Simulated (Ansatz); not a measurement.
# Pressure series in RuO2

Take RuO₂ in the rutile structure (space group P4_2/mnm, No. 136; a = 4.4661 Å, c = 3.0919 Å) as the base.

Cell and atoms are relaxed at each pressure.

Level of theory: Ansatz (a first-principles code), PBEsol, PAW, cutoff 420 eV, without spin-orbit coupling.

Two rows of this table had their results exchanged by mistake.

```json
[
 {"pressure": "pressure −2 GPa", "volume per atom (Å³)": "10.35", "shortest distance (Å)": "1.939", "band gap": "zero"},
 {"pressure": "pressure −1 GPa", "volume per atom (Å³)": "9.00", "shortest distance (Å)": "1.840", "band gap": "zero"},
 {"pressure": "pressure 3 GPa", "volume per atom (Å³)": "10.17", "shortest distance (Å)": "1.925", "band gap": "zero"},
 {"pressure": "pressure 7 GPa", "volume per atom (Å³)": "10.04", "shortest distance (Å)": "1.915", "band gap": "zero"},
 {"pressure": "pressure 15 GPa", "volume per atom (Å³)": "9.79", "shortest distance (Å)": "1.898", "band gap": "zero"},
 {"pressure": "pressure 30 GPa", "volume per atom (Å³)": "9.41", "shortest distance (Å)": "1.870", "band gap": "zero"},
 {"pressure": "pressure 50 GPa", "volume per atom (Å³)": "10.32", "shortest distance (Å)": "1.936", "band gap": "zero"},
 {"pressure": "pressure 75 GPa", "volume per atom (Å³)": "8.58", "shortest distance (Å)": "1.811", "band gap": "zero"},
 {"pressure": "pressure 100 GPa", "volume per atom (Å³)": "8.24", "shortest distance (Å)": "1.786", "band gap": "zero"}
]
```

Q: Which two?

A: The rows for pressure −1 GPa and pressure 50 GPa: the volume has to fall steadily with pressure, so 10.32 Å³ belongs to pressure −1 GPa and 9.00 Å³ to pressure 50 GPa.

Load acts through the strain it causes; cell and atoms are relaxed under it. No phonon test of stability was made. Competing high-pressure phases were not computed. No Hubbard U is applied, and correlation can decide whether such a compound is a metal. All final runs are without spin polarisation.
